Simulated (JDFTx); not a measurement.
Runs of JDFTx 1.7.0 (patched build) on SnTe. Symmetry: Fm-3m, No. 225, cubic system. The conventional cell has a = 6.302 Å, b = 6.302 Å, c = 6.302 Å, α = 90.00°, β = 90.00°, γ = 90.00°. Te (site symmetry m-3m) has 6 Sn at 3.15 Å as nearest neighbours. Sn (site symmetry m-3m) has 6 Te at 3.15 Å as nearest neighbours. 

| task | level | potentials or basis | k mesh | smearing | band ratio of the Davidson solver | max SCF steps | SCF threshold on the energy | solver of the electrons | further solve for the empty bands | mesh quality | pressure (GPa) |
| --- | --- | --- | --- | --- | --- | --- | --- | --- | --- | --- | --- |
| single point | r2SCAN | SG15-PBE-1.2 with smoothed tails | 3 × 3 × 3 | fermi-dirac 0.05 eV | - | 100 | 1e-09 Ha | scf | yes | coarse | 0.7 |
| single point | LDA | PseudoDojo-SR-LDA-0.4.1-standard with smoothed tails | 7 × 7 × 7 | fermi-dirac 0.05 eV | - | 100 | 1e-09 Ha | scf | yes | not flagged | (a) |
| single point | PBEsol | PseudoDojo-SR-PBEsol-0.4.1-standard with smoothed tails | 7 × 7 × 7 | fermi-dirac 0.05 eV | - | 100 | 1e-09 Ha | scf | yes | not flagged | -0.3 |
| single point | PBEsol | PseudoDojo-SR-PBEsol-0.4.1-standard with smoothed tails | 7 × 7 × 7 | gaussian 0.05 eV | - | 100 | 1e-09 Ha | scf | yes | not flagged | -0.3 |

Alike in all rows: no spin polarisation; cell as given; cutoff (eV) 1088.

Problem. Fill in the values left out.

Solution. (a) -1.5.

Caveats: some runs use coarse meshes; the potentials were made for another functional, which shifts forces and pressure (some runs).
